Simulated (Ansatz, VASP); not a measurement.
# One calculation of ZnS, two programs

Contents of INCAR:

```
PREC = Accurate
ENCUT = 520
EDIFF = 1E-7
ISMEAR = 0
SIGMA = 0.01
LREAL = False
LASPH = True
NELM = 100
ALGO = Normal
ISIF = 2
LWAVE = False
LCHARG = False
NBANDS = 26
```

KPOINTS

```
Automatic mesh
0
Gamma
  9 9 6
```

The input POSCAR:

```
ZnS
1.0
    3.7381765707      0.0000000000      0.0000000000
   -1.8690882854      3.2373558741      0.0000000000
    0.0000000000      0.0000000000      6.1427593467
Zn S
2 2
Direct
    0.3333333333      0.6666666667     -0.0625000000
    0.6666666667      0.3333333333      0.4375000000
    0.3333333333      0.6666666667      0.4375000000
    0.6666666667      0.3333333333      0.9375000000
```

Input for Ansatz:

```yaml
crystal:
  lattice:
    - [3.7381765707, 0.0, 0.0]
    - [-1.8690882854, 3.2373558741, 0.0]
    - [0.0, 0.0, 6.1427593467]
  atoms:
    - { symbol: Zn, position: [0.3333333333, 0.6666666667, -0.0625] }
    - { symbol: Zn, position: [0.6666666667, 0.3333333333, 0.4375] }
    - { symbol: S, position: [0.3333333333, 0.6666666667, 0.4375] }
    - { symbol: S, position: [0.6666666667, 0.3333333333, 0.9375] }
basis:
  ecutwfc: 420
  xc_grid: 2
kpoints:
  mp_grid: { grid: [9, 9, 6] }
hamiltonian:
  xc: lda
  pseudopotentials: { kind: paw, azcp: { folder: soft_1 } }
scf:
  occupations: { method: fixed }
output:
  forces: true
  stress: true
  eigenvalues: true
  polarization: {}
```

Change from the starting cell: polar distortion scaled by 0.00.

Alike in both runs: task single point; functional LDA; k mesh 9 × 9 × 6; no spin polarisation.

|  | VASP | Ansatz |
| --- | --- | --- |
| version | VASP 6.6.1 | Ansatz 0.2.0 |
| potentials or method | VASP PAW LDA potentials, release 64 (Zn, S) | scalar-relativistic, plane waves, PAW |
| plane-wave cutoff (eV) | 520 | 420 |
| occupations | gaussian, width 0.01 eV | fixed |
| valence electrons in the cell | 36 | 36 |

Ansatz gave:

| Item | Value |
| --- | --- |
| gap on the k mesh at the Fermi level (eV) | 2.52 |
| least direct gap on the mesh (eV) | 2.52 |
| pressure (GPa) | 6.5 |
| largest component of the traceless stress (GPa) | 7.59 |

Problem. Which values does VASP return?

Solution. gap on the k mesh at the Fermi level (eV): 2.57; least direct gap on the mesh (eV): 2.57; pressure (GPa): 6.8; largest component of the traceless stress (GPa): 7.88.

Ansatz warned: «pseudo_functional_mismatch».

Caveats: an odd mesh through Γ misses points on the zone boundary, where band edges often lie.
